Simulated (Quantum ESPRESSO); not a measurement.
Wanted: an ASE script for a Quantum ESPRESSO 7.5 run.

```yaml
Task: single point
Functional: PBE
Potentials_or_basis: SSSP 1.3 efficiency PBE
Cutoff: 748 eV
Density_cutoff: 5987 eV
k_mesh: 10 × 10 × 10
Occupations: fermi-dirac, width 0.05 eV
Spin: no spin polarisation
Mixing_beta: 0.5
Most_SCF_iterations: 120
SCF_threshold: 6e-10 Ry
```

The structure of Li lies in Li.cif:

```cif
data_Li
_cell_length_a 3.10100000
_cell_length_b 3.10100000
_cell_length_c 22.76490000
_cell_angle_alpha 90.00000000
_cell_angle_beta 90.00000000
_cell_angle_gamma 120.00000000
_space_group_name_H-M_alt 'R-3m'
_space_group_name_Hall '-R 3 2"'
_space_group_IT_number 166
loop_
_space_group_symop_operation_xyz
'x,y,z'
'-x,-y,-z'
'-y,x-y,z'
'y,-x+y,-z'
'-x+y,-x,z'
'x-y,x,-z'
'y,x,-z'
'-y,-x,z'
'x-y,-y,-z'
'-x+y,y,z'
'-x,-x+y,-z'
'x,x-y,z'
'x+2/3,y+1/3,z+1/3'
'-x+2/3,-y+1/3,-z+1/3'
'-y+2/3,x-y+1/3,z+1/3'
'y+2/3,-x+y+1/3,-z+1/3'
'-x+y+2/3,-x+1/3,z+1/3'
'x-y+2/3,x+1/3,-z+1/3'
'y+2/3,x+1/3,-z+1/3'
'-y+2/3,-x+1/3,z+1/3'
'x-y+2/3,-y+1/3,-z+1/3'
'-x+y+2/3,y+1/3,z+1/3'
'-x+2/3,-x+y+1/3,-z+1/3'
'x+2/3,x-y+1/3,z+1/3'
'x+1/3,y+2/3,z+2/3'
'-x+1/3,-y+2/3,-z+2/3'
'-y+1/3,x-y+2/3,z+2/3'
'y+1/3,-x+y+2/3,-z+2/3'
'-x+y+1/3,-x+2/3,z+2/3'
'x-y+1/3,x+2/3,-z+2/3'
'y+1/3,x+2/3,-z+2/3'
'-y+1/3,-x+2/3,z+2/3'
'x-y+1/3,-y+2/3,-z+2/3'
'-x+y+1/3,y+2/3,z+2/3'
'-x+1/3,-x+y+2/3,-z+2/3'
'x+1/3,x-y+2/3,z+2/3'
loop_
_atom_site_label
_atom_site_type_symbol
_atom_site_symmetry_multiplicity
_atom_site_Wyckoff_symbol
_atom_site_fract_x
_atom_site_fract_y
_atom_site_fract_z
_atom_site_occupancy
Li1 Li 6 c 0.0000000000 0.0000000000 0.7780000000 1
Li2 Li 3 a 0.0000000000 0.0000000000 0.0000000000 1
```

This isn't the form of Li at room conditions, which is bcc.

These files were run (other wordings do the same):

run.py

```python
import numpy as np
from ase.calculators.espresso import Espresso, EspressoProfile
import spglib
from ase import Atoms
from ase.io import read

atoms = read('Li.cif')
cell, pos, num = spglib.standardize_cell((atoms.cell[:], atoms.get_scaled_positions(), atoms.numbers), to_primitive=True, symprec=1e-4)
atoms = Atoms(numbers=num, cell=cell, scaled_positions=pos, pbc=True)

input_data = {
    'control': {'calculation': 'scf', 'prefix': 'pwscf', 'outdir': './tmp', 'tprnfor': True, 'tstress': True, 'disk_io': 'nowf'},
    'system': {'ecutwfc': 55.0, 'ecutrho': 440.0, 'nbnd': 10, 'occupations': 'smearing', 'smearing': 'fd', 'degauss': 0.00367493},
    'electrons': {'conv_thr': 6e-10, 'electron_maxstep': 120, 'mixing_beta': 0.5},
}
pseudopotentials = {'Li': 'li_pbe_v1.4.uspp.F.UPF'}
profile = EspressoProfile(command='pw.x', pseudo_dir='pseudo')
dft = Espresso(profile=profile, input_data=input_data, pseudopotentials=pseudopotentials, kpts=(10, 10, 10), koffset=(0, 0, 0))
atoms.calc = dft

print(f'energy {atoms.get_potential_energy():.8f} eV')
print('forces (eV/A)')
print(np.round(atoms.get_forces(), 6))
print('stress (eV/A^3, Voigt)')
print(np.round(atoms.get_stress(), 8))
print(f'Fermi level {dft.get_fermi_level():.4f} eV')
```

Potentials or basis: SSSP 1.3 efficiency PBE.

The run is started by

```sh
$ OMP_NUM_THREADS=1 python run.py
```

Results of the run:

* Pressure: -0.5 GPa
* Largest force: 0.008 eV/Å
* Band gap on the k mesh: none (metal or under the smearing width)

Run time: 4.6 min on 1 thread of Intel(R) Xeon(R) Platinum 8488C (Sapphire Rapids), on a shared host, peak memory 0.29 GiB.
